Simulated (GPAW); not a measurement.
Runs of GPAW 26.7.0 on ZrB2. The structure is hexagonal, space group P6/mmm (No. 191). Conventional cell: a = 3.170 Å, b = 3.170 Å, c = 3.533 Å, α = 90.00°, β = 90.00°, γ = 120.00°. Around Zr (site symmetry 6/mmm) lie 12 B at 2.54 Å. Around B (site symmetry -6m2) lie 3 B at 1.83 Å. 

| task | level | potentials or basis | spin | U | cell | optimizer | fmax | max steps | band path | band points | gap on the mesh (eV) | pressure (GPa) | relaxed volume (Å³/atom) |
| --- | --- | --- | --- | --- | --- | --- | --- | --- | --- | --- | --- | --- | --- |
| relaxation of cell and atoms | revPBE | the program's PAW data sets (release 1.2.1) made for this functional, pw | off | - | relaxed | BFGS | 0.01 eV/Å | 100 | - | - | none | 0.0 | 10.37 |
| band structure | LDA | the program's PAW data sets (release 1.2.1) made for this functional, pw | SOC, no magnetisation | - | as given | - | - | - | GMKGALHA,LM,KH | 80 | - | -9.7 | - |
| relaxation of cell and atoms | r2SCAN+D3(BJ) | GPAW PAW data sets (gpaw-data 1.2.1), pw | off | - | relaxed | BFGS | 0.02 eV/Å | 40 | - | - | none | 0.0 | 10.15 |
| band structure | PBE+U | GPAW PAW data sets (gpaw-data 1.2.1), pw | off | Zr d U = 4 eV | as given | - | - | - | GMKGALHA,LM,KH | 60 | - | (a) | - |
| relaxation of cell and atoms | PBE+D3 | GPAW PAW data sets (gpaw-data 1.2.1), pw | off | - | relaxed to -1 GPa | BFGS | 0.02 eV/Å | 100 | - | - | none | -1.0 | - |

Alike in all rows: k mesh 7 × 7 × 5; cutoff (eV) 800; smearing fermi-dirac 0.05 eV.

Fill in the values left out.

(a) 8.7.

Caveats: later steps reuse the first step's grids (some runs); pairwise dispersion overbinds metals, which lowers pressure and volume (some runs); spin-orbit coupling was added after a scalar SCF, so levels and gaps hold it while energy, forces, pressure and moments don't (some runs); this program's spin-orbit splittings come out too wide for heavy elements (some runs); the PAW data sets were made with another functional, which shifts forces and pressure a little (some runs); U without spin polarisation on a metal has little footing (some runs); the U is typed as a test and isn't derived for this compound (some runs).

A k mesh can miss the band edges, and rows without SOC leave out spin-orbit coupling on Zr.

A gap of «none» marks a metal or a gap under the smearing width.
